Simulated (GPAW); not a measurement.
# BaTiO3: dielectric tensor with PBE

Crystal: BaTiO3.

```xyz
5
Lattice="3.9998 0.0000 0.0000 0.0000 3.9998 0.0000 0.0000 0.0000 3.9577" Properties=species:S:1:pos:R:3 pbc="T T T"
Ba    0.0000    0.0000    0.0000
Ti    1.9999    1.9999    1.9393
O     0.0000    1.9999    2.0461
O     1.9999    0.0000    2.0461
O     1.9999    1.9999    0.0752
```

* Program: GPAW 26.7.0
* Task: dielectric tensor
* Functional: PBE
* Potentials or basis: GPAW PAW data sets (gpaw-data 1.2.1)
* Cutoff: 650 eV
* Basis: pw
* k mesh: 6 × 6 × 6
* Occupations: fermi-dirac, width 0.001 eV
* Spin: no spin polarisation
* Response ecut: 80 eV
* Maxiter: 150
* Response k mesh: 7 × 7 × 7
* Response bands: 60
* Kernels: ["RPA"]
* Coarser k mesh: 7 × 7 × 7

```
Band gap on the k mesh                  : 1.85 eV, indirect (least direct gap 2.09 eV)
Electronic dielectric tensor (diagonal) : 5.89, 5.89, 5.58
```

Electronic dielectric tensor:
```
5.89 0.00 0.00
0.00 5.89 0.00
0.00 0.00 5.58
```

Run time: 2.5 min on 1 thread of INTEL(R) XEON(R) PLATINUM 8581C CPU @ 2.10GHz (Emerald Rapids), on a shared host, peak memory 0.59 GiB.

Caveat: the long-wavelength limit can be off by several per cent where d states take part; spin-orbit coupling is left out, which moves the levels of the heavy elements; an odd mesh through Γ misses points on the zone boundary, where band edges often lie.
